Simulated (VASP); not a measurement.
The system is BAs.

```
CELL_PARAMETERS angstrom
0.00000 2.38850 2.38850
2.38850 0.00000 2.38850
2.38850 2.38850 0.00000
ATOMIC_POSITIONS crystal
As 0.75000 0.75000 0.75000
B 0.00000 0.00000 0.00000
```

Base run:

```yaml
Program: VASP 6.6.1
Functional: revTPSS
Potentials_or_basis: VASP PAW PBE potentials, release 64 (As, B)
Cutoff: 520 eV
k_mesh: 10 × 10 × 10
Occupations: fermi-dirac, width 0.05 eV
Spin: no spin polarisation
```

Its results: band gap on the k mesh 1.07 eV, indirect (least direct gap 3.32 eV); pressure 0.8 GPa.

After a change of settings the same cell gave: band gap on the k mesh 1.16 eV, indirect (least direct gap 3.37 eV); pressure 2.7 GPa. Which change was it?
A. functional from revTPSS to TPSS
B. functional from revTPSS to r2SCAN
C. functional from revTPSS to MS2
D. functional from revTPSS to LAK; further incar settings from ALGO = Normal; EDIFF = 1e-06; NBANDS = 11 to ALGO = Normal; EDIFF = 1e-06

A.

Caveats: the PAW data sets were made with another functional, which shifts forces and pressure a little.
